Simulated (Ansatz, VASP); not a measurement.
**MgS in VASP and in Ansatz**

```xyz
2
Lattice="3.6096 0.0000 0.0000 -1.8048 3.1260 0.0000 0.0000 0.0000 3.3135" Properties=species:S:1:pos:R:3 pbc="T T T"
Mg    0.0000    2.0840    1.6567
S     0.0000    0.0000    0.0000
```

Change from the starting cell: species swapped into the CdAg type (Amm2, No. 38).

Alike in both runs: task relaxation of cell and atoms; functional PBE; k mesh 6 × 6 × 6; occupations gaussian, width 0.1 eV; no spin polarisation.

```csv
,VASP,Ansatz
version,VASP 6.6.1,Ansatz 0.2.0
potentials or method,"VASP PAW PBE potentials, release 64 (Mg, S)","scalar-relativistic, plane waves, PAW"
plane-wave cutoff (eV),600,420
valence electrons in the cell,8,16
```

Ansatz gave:

- gap on the k mesh at the Fermi level, each at its own relaxed structure (eV): 1.15
- relaxed volume (Å³/atom): 18.68
- relaxed cell length with the largest relative difference (Å): 3.306

**Question.** Estimate VASP's values.

**Answer.** gap on the k mesh at the Fermi level, each at its own relaxed structure (eV): 1.12; relaxed volume (Å³/atom): 18.58; relaxed cell length with the largest relative difference (Å): 3.299.

The two sets of potentials don't hold the same shells in valence.

A k mesh can miss the band edges.
